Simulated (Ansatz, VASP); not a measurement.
## B: VASP beside Ansatz

```xyz
2
Lattice="1.7396 0.0000 0.0000 -0.8698 1.5066 0.0000 0.0000 0.0000 10.7943" Properties=species:S:1:pos:R:3 pbc="T T T"
B     0.0000    1.0044    2.6986
B     0.8698    0.5022    8.0957
```

Alike in both runs: task single point; functional BLYP; k mesh 23 × 23 × 4; occupations fermi-dirac, width 0.1 eV; no spin polarisation.

|  | VASP | Ansatz |
| --- | --- | --- |
| version | VASP 6.6.1 | Ansatz 0.2.0 |
| potentials or method | VASP PAW PBE potentials, release 64 (B) | plane waves (420 eV) with PAW, scalar-relativistic |
| plane-wave cutoff (eV) | 520 | 420 |
| valence electrons in the cell | 6 | 6 |

|  | VASP | Ansatz | Ansatz less VASP |
| --- | --- | --- | --- |
| pressure (GPa) | -5.3 | -5.2 | +0.12 |
| largest component of the traceless stress (GPa) | 5.42 | 5.36 | -0.064 |

The functional is the same, so the differences come from potentials, cutoffs and numerics.

Caveats: the PAW data sets were made with another functional, which shifts forces and pressure a little (VASP); this functional lacks dispersion, which binds the layers, so the pressure and a relaxed spacing across them are unreliable.
